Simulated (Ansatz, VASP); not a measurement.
**TaC2 in VASP and in Ansatz**

```
Ta C
1.0
     1.58988   -1.58935   -2.95124
     1.58689   -1.58973    2.94993
    -3.17255   -3.17490    0.00169
Ta C
2 4
Cartesian
  -1.5827 -4.7642 -2.9495
  0.0021 -3.1770 0.0002
  0.0009 -3.1772 2.2601
  -1.5840 -4.7644 -0.6896
  0.0034 -3.1768 -2.2598
  -1.5844 -4.7644 0.6917
```

Change from the starting cell: cell x2, atoms moved at random (sigma 0.05 Å) and cell strained at random (1.5 %), then relaxed without symmetry.

Alike in both runs: functional PBE; k mesh 6 × 6 × 6; occupations gaussian, width 0.2 eV; no spin polarisation.

Ansatz relaxed the structure, and its values are those at the end. VASP's run is a single point on that final structure, the one shown.

|  | VASP | Ansatz |
| --- | --- | --- |
| version | VASP 6.6.1 | Ansatz 0.2.0 |
| potentials or method | VASP PAW PBE potentials, release 64 (Ta_pv, C) | scalar-relativistic, plane waves, PAW |
| plane-wave cutoff (eV) | 520 | 420 |
| valence electrons in the cell | 38 | 42 |

```csv
,VASP,Ansatz,Ansatz less VASP
gap on the k mesh at the Fermi level (eV),none,none,-
pressure (GPa),0.9,0.1,-0.82
rms of the force components (eV/Å),0.039,0.001,-0.0380
```

A gap of «none» marks a metal or a gap that the smearing closes. The two sets of potentials don't hold the same shells in valence.

The runs have no spin-orbit coupling, so splittings on Ta are missing.
